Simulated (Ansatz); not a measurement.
## Converging the smearing width for GeNCa3/GeOCa3 superlattice along [110] in a Python loop

How do energy, forces and time move with the smearing width?

Main program and level: Ansatz 0.2.0; Kohn-Sham DFT, PBE, PAW, plane waves.

**1. The structure**

The cell holds 50 atoms: 10 Ge, 4 N, 30 Ca and 6 O. Its edges and angles: a = 4.728 Å, b = 6.686 Å, c = 33.574 Å, α = 90.0°, β = 90.0°, γ = 90.0°. Cubic perovskite-type lattice with in-plane constant 4.728 A; 2 periods of GeNCa3 and 3 of GeOCa3 along [110], 1 x 1 in-plane cells; the two parts stretched along z by 1.0106 and 1.0; not relaxed, displaced by a Gaussian of 0.02 A. Regions: GeNCa3, 20 atoms (4 Ge, 4 N and 12 Ca); GeOCa3, 30 atoms (6 O, 18 Ca and 6 Ge). The structure's axis is c.

**2. The script**

The script builds the cell with ASE, from fixed seeds where it draws at random, so the run can be repeated from this text alone. The 3×2×1 mesh puts more points along the shorter directions, so that along the periodic directions points times cell width come to 13.3 Å or more. No cutoff is typed, so the potentials' recommended one is used (420 eV). The narrowest smearing is the reference; the free energy moves with the width through its entropy term.

test_settings.py

```python
import time
import warnings
import numpy as np
from ase.build import make_supercell
from ase.spacegroup import crystal
import ansatz as az

warnings.simplefilter("ignore", az.DeckWarning)
u = crystal(['Ge', 'N', 'Ca'], [[0, 0, 0], [0.5, 0.5, 0.5], [0.5, 0.5, 0]],
            spacegroup=221, setting=1, cellpar=[4.728, 4.728, 4.728, 90, 90, 90])
atoms = make_supercell(u, [[0, 0, 1], [1, -1, 0], [5, 5, 0]])
atoms.set_cell(atoms.cell.cellpar(), scale_atoms=True)  # standard orientation
swap = {'N': 'O'}
z = (atoms.get_scaled_positions()[:, 2] + 1e-4) % 1
for a in atoms:
    if z[a.index] >= 0.4: a.symbol, a.tag = swap.get(a.symbol, a.symbol), 1
zA, zB = 1.0106, 1  # stretch of the two parts along z
z = z - 1e-4; c = atoms.cell[2, 2]; x = 0.4
atoms.positions[:, 2] = c * np.where(z < x, z * zA, x * zA + (z - x) * zB)
atoms.cell[2, 2] = c * (x * zA + (1 - x) * zB)
atoms.rattle(0.02, seed=50364)
atoms.wrap()
print("formula", atoms.get_chemical_formula(mode="reduce") if len(atoms) < 20 else atoms.get_chemical_formula())
print("cell (A, deg)", np.round(atoms.cell.cellpar(), 3))

base = (
    az.Crystal.from_ase(atoms)
    .calculation()
    .functional("pbe")
    .kpoints(3, 2, 1)
    .forces()
    .band_table()
)

def gap_of(report):
    e = np.concatenate(report["eigenvalues_ev"]); f = np.concatenate(report["occupations"])
    f = f / f.max()  # a half-filled level counts on both sides, so the gap is then zero
    return e[f > 0.3].max(), e[f < 0.7].min()

rows = []
for width in [0.5, 0.3, 0.2, 0.1, 0.05, 0.02]:
    start = time.time()
    try:
        r = base.occupations("gaussian", width=width).run(threads=4).report
    except az.AnsatzError as error:
        print(width, 'failed:', str(error)[:110])
        continue
    homo, lumo = gap_of(r)
    rows.append((width, r['free_energy_ev'] / len(atoms), np.array(r['forces_ev_ang']), max(lumo - homo, 0), np.nan, r['n_iterations'], time.time() - start))
    print(width, f"F = {r['free_energy_ev']:.4f} eV, {r['n_iterations']} iterations, {time.time() - start:.0f} s", flush=True)

ref = rows[-1]
scale = np.sqrt(np.mean(ref[2] ** 2))
print(f"r.m.s. force of the reference: {scale:.3f} eV/A")
print("   width  dE (meV/atom)  dF rms (meV/A)  dF (%)  gap (eV)  iter  time (s)")
for name, e, f, gap, p, n, t in rows:
    df = np.sqrt(np.mean((f - ref[2]) ** 2))
    print(f"{str(name):>8s} {1000 * (e - ref[1]):14.2f} {1000 * df:15.2f} {100 * df / scale:7.2f} {gap:9.3f} {n:5d} {t:9.1f}")
```

The run is started by

```bash
$ python test_settings.py
```

Output:

```text
formula Ca30Ge10N4O6
cell (A, deg) [ 4.728  6.686 33.574 90.    90.    90.   ]
0.5 F = -102443.6760 eV, 15 iterations, 91 s
0.3 F = -102443.1698 eV, 15 iterations, 67 s
0.2 F = -102442.9899 eV, 16 iterations, 67 s
0.1 F = -102442.8598 eV, 16 iterations, 67 s
0.05 F = -102442.8179 eV, 17 iterations, 73 s
0.02 F = -102442.8027 eV, 14 iterations, 57 s
r.m.s. force of the reference: 0.163 eV/A
   width  dE (meV/atom)  dF rms (meV/A)  dF (%)  gap (eV)  iter  time (s)
     0.5         -17.47           17.36   10.68     0.000    15      91.2
     0.3          -7.34           10.50    6.46     0.000    15      67.0
     0.2          -3.74            7.21    4.44     0.000    16      67.3
     0.1          -1.14            4.12    2.53     0.000    16      67.3
    0.05          -0.30            1.10    0.68     0.000    17      72.6
    0.02           0.00            0.00    0.00     0.000    14      56.9
```

Run time: 7 min. Hardware: 4 threads of Arm Neoverse V2, shared host; peak memory 4.5 GiB.

**3. What came out**

| Quantity | Value |
| --- | --- |
| reference run | 0.02, 57 s |
| r.m.s. force component of the reference | 0.163 eV/Å |
| largest r.m.s. force difference | 17.4 meV/Å (0.5) |
| smallest r.m.s. force difference | 1.10 meV/Å (0.05) |
| energy differences | -17.5 to -0.303 meV/atom |

**Reading.** Widths up to 0.05 eV keep the forces within 1 % of those at the narrowest. For a metal that holds on this mesh alone, since width and mesh converge together. Bands overlap or touch in every run, so the cell is a metal at this level and any non-zero gap printed is a spacing between sampled levels. A metal needs a dense mesh, and this one wasn't tested.

[Logs are printed without paths, hosts, clocks, repeated set-up lines and the standing remarks that a program may print on its own settings, such as how far it seeks lower states.]

[Hosts, paths, dates, database ids (printed as entryN), source tags and the programs' standing remarks are cut or masked in the printed files.]

[Scripts of this kind were picked in part by their result: those with far moves, changed bonds, near-zero gaps or large misses at database cells are mostly left out.]
